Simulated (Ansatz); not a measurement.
Input and command of a plane-wave DFT calculation in Ansatz:

```yaml
crystal:
  lattice:
    - [5.92042, 0.0, 0.0]
    - [0.0, 5.938004, 0.0]
    - [0.0, 0.0, 3.222499]
  atoms:
    - { symbol: In, position: [0.0, 0.0, 0.008805] }
    - { symbol: In, position: [0.5, 0.5, 0.991195] }
    - { symbol: Sb, position: [0.0, 0.5, 0.276997] }
    - { symbol: Sb, position: [0.5, 0.0, 0.723003] }
basis:
  ecutwfc: 420
kpoints:
  mp_grid: { grid: [4, 4, 6] }
hamiltonian:
  xc: pbe
scf:
  occupations: { method: gaussian, width: 0.1 }
output:
  forces: true
  stress: true
  eigenvalues: true
```

```bash
ansatz run input.yaml --threads 1 --pin off --max-ram 2560MiB --backend cpu --events-out ev --progress --plain --runs-dir out
```

Processor: Intel(R) Xeon(R) Processor @ 2.70GHz, 1 thread, on a host shared with other jobs.

Problem. How long does it run, and how much memory does it take?

Solution. About 8.3 s on 1 thread of Intel(R) Xeon(R) Processor @ 2.70GHz (shared host), peak memory 0.44 GiB. It solves 34 bands at 36 k points (the mesh reduced by the symmetry that the task leaves, which can be less than the crystal's) with about 2203 plane waves, in 6 SCF iterations.
